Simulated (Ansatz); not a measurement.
Bands of Re

```yaml
crystal:
  lattice:
    - [0.00000, 1.97500, 1.97500]
    - [1.97500, 0.00000, 1.97500]
    - [1.97500, 1.97500, 0.00000]
  atoms:
    - { symbol: Re, position: [0.00000, 0.00000, 0.00000] }
```

The geometry is COD entry 1534939, unchecked; take it as a test cell.

These are results of DFT, PBE, all-electron LAPW, Dirac equation with spin-orbit coupling in Ansatz 0.2.0, not measurements.

Settings: a Γ-centred 14×14×14 k mesh, Fermi–Dirac smearing of 0.05 eV, basis error target 0.25 meV/atom, no spin polarisation.

Points in fractions of the reciprocal vectors of this cell: Γ (0, 0, 0), X (0.5, 0, 0.5), U (0.625, 0.25, 0.625), K (0.375, 0.375, 0.75), L (0.5, 0.5, 0.5), W (0.5, 0.25, 0.75). The path joins them by straight lines in the order Γ–X–U–K–Γ–L–W–X; legs that retrace an earlier one aren't tabulated. Energies are in eV from the Fermi level.

Q: Is there a gap?

A: none: bands cross the Fermi level, a metal.

Q: List the levels between -20 and 10 eV at the symmetry points.

A: 
Γ: -9.84 (×2), -2.04 (×4), -1.44 (×2), 1.28 (×4)
X: -6.47 (×2), -5.64 (×2), 2.32 (×2), 3.44 (×2), 4.01 (×2), 4.71 (×2)
U: -5.38 (×2), -4.36 (×2), -1.21 (×2), 1.37 (×2), 3.28 (×2), 7.17 (×2), 9.38 (×2)
K: -5.38 (×2), -4.36 (×2), -1.21 (×2), 1.37 (×2), 3.28 (×2), 7.17 (×2), 9.38 (×2)
L: -6.59 (×2), -2.32 (×2), -1.68 (×2), -0.01 (×2), 3.38 (×2), 3.84 (×2), 9.39 (×2)
W: -4.75 (×2), -3.21 (×2), -3.06 (×2), 0.21 (×2), 4.31 (×2), 9.45 (×2), 9.50 (×2)
